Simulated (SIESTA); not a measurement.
Y:

```
Y
1.0
     0.00000    2.55199    2.55199
     2.55199    0.00000    2.55199
     2.55199    2.55199    0.00000
Y
1
Cartesian
  0.0000 0.0000 0.0000
```

This isn't the form of Y at room conditions, which is hcp.

- Program: SIESTA 5.4.2
- Task: relaxation of cell and atoms
- Functional: LDA
- Potentials or basis: SPMS 1.0 NC or PseudoDojo by element (PBE files)
- Basis: SZ (energy shift 0.005 Ry)
- Grid cutoff: 800 Ry
- Energy shift: 0.005 Ry
- k mesh: 7 × 7 × 7
- Occupations: fermi-dirac, width 0.05 eV
- Spin: no spin polarisation

At the start: pressure -15.6 GPa; volume 33.24 Å³/atom.

Where does the relaxation end?

Over 10 steps the energy falls by 534.7 meV/atom and the volume is 24.47 Å³/atom (-26.4 %); space group Fm-3m (No. 225, to 0.05 Å).

The path:
```tsv
step	energy change (eV)	largest force (eV/Å)	pressure (GPa)	volume (Å³)
1	0.0000	0.0000	-15.57	33.24
2	-0.0255	0.0000	-15.38	32.98
3	-0.4471	0.0000	11.82	21.73
4	-0.4490	0.0000	-8.10	27.48
5	-0.5051	0.0000	6.59	22.79
6	-0.5195	0.0000	-3.60	25.63
7	-0.5331	0.0000	1.68	23.99
8	-0.5341	0.0000	-0.63	24.65
9	-0.5348	0.0000	0.15	24.42
10	-0.5347	0.0000	-0.03	24.47
```

Final structure:
```
Y
1.0
     0.00000    2.30434    2.30434
     2.30434    0.00000    2.30434
     2.30434    2.30434    0.00000
Y
1
Direct
  0.00000 0.00000 0.00000
```

Caveat: the basis has no polarisation orbitals; short orbitals over semicore shells can move pressures by several GPa; the volume moved by over 15 % at a fixed basis, so the end points are rough; the potentials were made for another functional, which shifts forces and pressure; the basis of atomic orbitals isn't converged, which shifts pressures, moduli and gaps.
